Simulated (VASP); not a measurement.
# InAs (F-43m) in VASP: further runs, part 2 of 2

VASP 6.6.1. The steps go on from the part before.

## Step 3: Relaxation of cell and atoms, PBE

This run uses another cell than the first one, of 29.32 Å³/atom, 1.067 times its volume.

INCAR

```
SYSTEM = InAs
ALGO     = Normal         ! electronic algorithm
EDIFF    = 1E-7           ! SCF threshold, eV
EDIFFG   = -0.002         ! ionic threshold
ENCUT    = 250            ! plane-wave cutoff, eV
GGA      = PE             ! functional
IBRION   = 2              ! ionic algorithm
ISIF     = 3              ! what is computed and relaxed
ISMEAR   = 0              ! smearing method
LASPH    = .TRUE.         ! aspherical terms in the spheres
LCHARG   = .FALSE.        ! write CHGCAR
LREAL    = .FALSE.        ! projectors in reciprocal space
LWAVE    = .FALSE.        ! write WAVECAR
NELM     = 60             ! most SCF steps
NSW      = 80             ! ionic steps
PREC     = Accurate       ! precision mode
SIGMA    = 0.02           ! smearing width, eV
```

KPOINTS

```
k-points
0
G
  10 10 10
  0 0 0
```

POSCAR

```
InAs                                    
1.0
    0.0000000000      3.0834720260      3.0834720260
    3.0834720260      0.0000000000      3.0834720260
    3.0834720260      3.0834720260      0.0000000000
  In              As            
     1     1
Direct
     0.0000000000000000    0.0000000000000000    0.0000000000000000
     0.2500000000000000    0.2500000000000000    0.2500000000000000
```

Potentials or basis: VASP PAW PBE potentials, release 64 (In_d, As).

On the command line:

```
cat potpaw_PBE.64/In_d/POTCAR potpaw_PBE.64/As/POTCAR > POTCAR
mpirun -np 1 vasp_std > vasp.out
```

OUTCAR:

```text
SYSTEM = InAs
   EDIFF = 1E-7
   EDIFFG = -0.002
   ENCUT = 250
   GGA = PE
   IBRION = 2
   ISIF = 3
   ISMEAR = 0
   LASPH = .TRUE.
   LREAL = .FALSE.
   NELM = 60
   NSW = 80
   PREC = Accurate

 ion  position               nearest neighbor table
   1  0.000  0.000  0.000-   2 2.67   2 2.67   2 2.67   2 2.67
   2  0.250  0.250  0.250-   1 2.67   1 2.67   1 2.67   1 2.67

  LATTYP: Found a face centered cubic cell.
 ALAT       =     6.1669440520

  Lattice vectors:

 A1 = (   0.0000000000,   3.0834720260,   3.0834720260)
 A2 = (   3.0834720260,   0.0000000000,   3.0834720260)
 A3 = (   3.0834720260,   3.0834720260,   0.0000000000)

Analysis of symmetry for initial positions (statically):
=====================================================================
 Subroutine PRICEL returns:
 Original cell was already a primitive cell.

 Routine SETGRP: Setting up the symmetry group for a
 face centered cubic supercell.

 Subroutine GETGRP returns: Found 24 space group operations
 (whereof 24 operations were pure point group operations)
 out of a pool of 48 trial point group operations.

The static configuration has the point symmetry T_d .

Analysis of symmetry for dynamics (positions and initial velocities):
=====================================================================
 Subroutine PRICEL returns:
 Original cell was already a primitive cell.

 Routine SETGRP: Setting up the symmetry group for a
 face centered cubic supercell.

 Subroutine GETGRP returns: Found 24 space group operations
 (whereof 24 operations were pure point group operations)
 out of a pool of 48 trial point group operations.

The dynamic configuration has the point symmetry T_d .

 Subroutine INISYM returns: Found 24 space group operations
 (whereof 24 operations are pure point group operations),
 and found     1 'primitive' translations

----------------------------------------------------------------------------------------

                                     Primitive cell

  volume of cell :      58.6341

  direct lattice vectors                    reciprocal lattice vectors
     0.000000000  3.083472026  3.083472026    -0.162154868  0.162154868  0.162154868
     3.083472026  0.000000000  3.083472026     0.162154868 -0.162154868  0.162154868
     3.083472026  3.083472026  0.000000000     0.162154868  0.162154868 -0.162154868

  length of vectors
     4.360687958  4.360687958  4.360687958     0.280860470  0.280860470  0.280860470

  position of ions in fractional coordinates (direct lattice)
     0.000000000  0.000000000  0.000000000
     0.250000000  0.250000000  0.250000000

  ion indices of the primitive-cell ions
   primitive index   ion index
                 1           1
                 2           2

----------------------------------------------------------------------------------------

 KPOINTS: k-points

Automatic generation of k-mesh.
 Grid dimensions read from file:
 generate k-points for:   10   10   10

 Generating k-lattice:

  Cartesian coordinates                     Fractional coordinates (reciprocal lattice)
    -0.016215487  0.016215487  0.016215487     0.100000000  0.000000000  0.000000000
     0.016215487 -0.016215487  0.016215487     0.000000000  0.100000000  0.000000000
     0.016215487  0.016215487 -0.016215487     0.000000000  0.000000000  0.100000000
[... 53 lines left out ...]
   LSORBIT =      F    spin-orbit coupling
   LASPH  =      T    aspherical Exc in radial PAW
   ENCUT  =  250.0 eV  18.37 Ry    4.29 a.u.   5.62  5.62  5.62*2*pi/ulx,y,z
   NELM   =     60;   NELMIN=  2; NELMDL= -5     # of ELM steps
   EDIFF  = 0.1E-06   stopping-criterion for ELM
   LREAL  =      F    real-space projection
   EDIFFG = -.2E-02   stopping-criterion for IOM
   NSW    =     80    number of steps for IOM
   IBRION =      2    ionic relax: 0-MD 1-quasi-New 2-CG
   NFREE  =      1    steps in history (QN), initial steepest desc. (CG)
   ISIF   =      3    stress and relaxation
   ISYM   =      2    0-nonsym 1-usesym 2-fastsym
   POTIM  = 0.5000    time-step for ionic-motion
   TEBEG  =    0.0;   TEEND  =   0.0 temperature during run
   PSTRESS=    0.0 pullay stress
   NELECT =      18.0000    total number of electrons
   NUPDOWN=      -1.0000    fix difference up-down
   EMIN   =  10.00;   EMAX   =-10.00  energy-range for DOS
   EFERMI =   0.00;   METHOD = LEGACY
   ISMEAR =     0;   SIGMA  =   0.02  broadening in eV -4-tet -1-fermi 0-gaus
   EFERMI_NEDOS =   21; number of points for ismear=-14 and -15
   IALGO  =     38    algorithm
   IMIX   =      4    mixing-type and parameters
     AMIX     =   0.40;   BMIX     =  1.00
     AMIX_MAG =   1.60;   BMIX_MAG =  1.00
  volume/ion in A,a.u.               =      29.32       197.84
  Fermi-wavevector in a.u.,A,eV,Ry     =   1.104373  2.086962 16.594196  1.219639
  Thomas-Fermi vector in A             =   2.240845
   LORBIT       =      0    0 simple, 1 ext, 2 COOP (PROOUT), +10 PAW based schemes
   GGA     = PE    functional components
   LHFCALC =     F    Hartree Fock is set to
   AEXX    =    0.0000 exact exchange contribution
   IVDW    =     0    specifies the selected vdW correction
   LEPSILON=     F    determine dielectric tensor
   LRPA    =     F    only Hartree local field effects (RPA)
 conjugate gradient relaxation of ions
 non-spin polarized calculation
 Gauss-broadening in eV      SIGMA  =   0.02
  energy-cutoff  :      250.00
  volume of cell :       58.63
 maximum number of plane-waves:       544
   NGX = 11   NGY = 11   NGZ = 11

--------------------------------------- Ionic step        1  -------------------------------------------

 number of electron      17.9999970 magnetization

 Free energy of the ion-electron system (eV)
  ---------------------------------------------------
  ext. energy  EPLUGINS =         0.00000000
  ---------------------------------------------------
  free energy    TOTEN  =        -7.71640661 eV

  energy without entropy =       -7.71637576  energy(sigma->0) =       -7.71639118

------------------------ aborting loop because EDIFF is reached ----------------------------------------

  FORCE on cell =-STRESS in cart. coord.  units (eV):
  Direction    XX          YY          ZZ          XY          YZ          ZX
  --------------------------------------------------------------------------------------
  -------------------------------------------------------------------------------------
  Total        0.1447842      0.1447842      0.1447842      0.0000000     -0.0000000      0.0000000
  in kB        3.9562304      3.9562304      3.9562304      0.0000000     -0.0000000      0.0000000
  external PRESSURE =       3.9562304 kB  Pullay stress =       0.0000000 kB
[... 59 lines left out ...]
--------------------------------------- Ionic step        3  -------------------------------------------

 number of electron      17.9999978 magnetization

 Free energy of the ion-electron system (eV)
  ---------------------------------------------------
  ext. energy  EPLUGINS =         0.00000000
  ---------------------------------------------------
  free energy    TOTEN  =        -7.71693180 eV

  energy without entropy =       -7.71690094  energy(sigma->0) =       -7.71691637

 E-fermi :   3.8691     XC(G=0):  -8.8060

 val. band max:        3.8629685281   @ k =   0.0000   0.0000   0.0000
 cond. band min:       4.6128252017   @ k =   0.1000   0.0000   0.0000
 fundamental gap:      0.7498566736
 Fermi energy:         3.8690588813

 k-point     1 :       0.0000    0.0000    0.0000
  band No.  band energies     occupation
      1     -10.3798      2.00000
      2     -10.3798      2.00000
      3     -10.3798      2.00000
      4     -10.2787      2.00000
      5     -10.2787      2.00000
      6      -7.5938      2.00000
      7       3.3277      2.00000
      8       3.8630      1.33336
      9       3.8630      1.33336
     10       3.8630      1.33328
     11       7.7348      0.00000
     12       7.7348      0.00000
     13       7.7348      0.00000
[... 354 lines left out ...]
  band No.  band energies     occupation
      1     -10.4963      2.00000
      2     -10.3323      2.00000
      3     -10.3305      2.00000
      4     -10.2987      2.00000
      5     -10.2650      2.00000
      6      -6.3131      2.00000
      7      -0.9438      2.00000
      8       1.8695      2.00000
      9       2.1115      2.00000
     10       5.9443      0.00000
     11       6.5628      0.00000
     12      10.2893      0.00000
     13      10.9840      0.00000

 [... further k-points ...]

------------------------ aborting loop because EDIFF is reached ----------------------------------------

  FORCE on cell =-STRESS in cart. coord.  units (eV):
  Direction    XX          YY          ZZ          XY          YZ          ZX
  --------------------------------------------------------------------------------------
  -------------------------------------------------------------------------------------
  Total        0.0027033      0.0027033      0.0027033     -0.0000000      0.0000000     -0.0000000
  in kB        0.0733308      0.0733308      0.0733308     -0.0000000      0.0000000     -0.0000000
  external PRESSURE =       0.0733308 kB  Pullay stress =       0.0000000 kB
[... 17 lines left out ...]
  FREE ENERGIE OF THE ION-ELECTRON SYSTEM (eV)
  ---------------------------------------------------
  free  energy   TOTEN  =        -7.7169317953 eV

  energy  without entropy=       -7.7169009428  energy(sigma->0) =       -7.71691637

 reached required accuracy - stopping structural energy minimisation
```

Wall time 24 s (1 thread of Intel Xeon Platinum 8259CL at 2.50GHz (Skylake/Cascade Lake), shared host); peak memory 0.14 GiB.

The run converged, but some of its settings lie outside the range that counts as converged, so its numbers aren't taken as properties of the crystal.

Results:

- Free energy: -7.7169 eV
- Relaxed volume: 29.53 Å³/atom
- Relaxed cell: a = 4.371 Å, b = 4.371 Å, c = 4.371 Å, α = 60.00°, β = 60.00°, γ = 60.00°
- Space group after relaxing (to 0.05 Å): F-43m (No. 216)
- Energy gained by relaxing: 0.3 meV/atom
- Ionic steps: 3
- Band gap on the k mesh: none (metal or under the smearing width)

Caveat: the cutoff is under 1.25 times the usual one of these potentials, so pressure, stress and relaxed cells hold a basis-set (Pulay) error; this crystal is a semiconductor, whose small gap the functional closes, so the metal is an error of the method.
